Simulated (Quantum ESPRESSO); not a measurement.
# Energy and gap at +3 % biaxial strain: In2Se2, 1 layer

How the rows were computed: Quantum ESPRESSO 7.5 driven by ASE, PBE, GBRV ultrasoft, ESM (bc1); atomic heights clamped; cell area 14.461 Å² at zero strain.

| strain (%) | energy (meV a cell) | gap on the mesh (eV) |
| --- | --- | --- |
| −3 | 80.32 | 1.738 |
| −1.5 | 17.80 | 1.552 |
| 0 | 0.00 | 1.377 |
| +1.5 | 21.27 | 1.217 |

To predict: What are energy and gap at +3 %, and how stiff is the sheet?

**Worked estimate.** About zero, E'' = (17.80 + 21.27 − 2 × 0.00)/1.5² = 17.36 meV per %² and E' = (21.27 − 17.80)/3 = 1.16 meV per %. With E = A K ε², where K = (C11 + C22)/2 + C12 (C11 + C12 for a hexagonal sheet), K = 17.36 × 10/(2 × 14.461) × 16.02 = 96 N/m. The parabola gives E(+3 %) = 0.00 + 3 × (1.16) + 4.5 × 17.36 = 81.6 meV. Continuing the last slope, the gap is 2 × 1.217 − 1.377 = 1.057 eV.

**Check.** E = 76.5 meV and the gap 1.072 eV. The parabola misses by +5.1 meV, too high, since bonds soften under tension. The gap's line misses by −0.015 eV.

Caveats: Clamped heights stiffen sheets with several planes. Semilocal gap, no spin-orbit coupling.
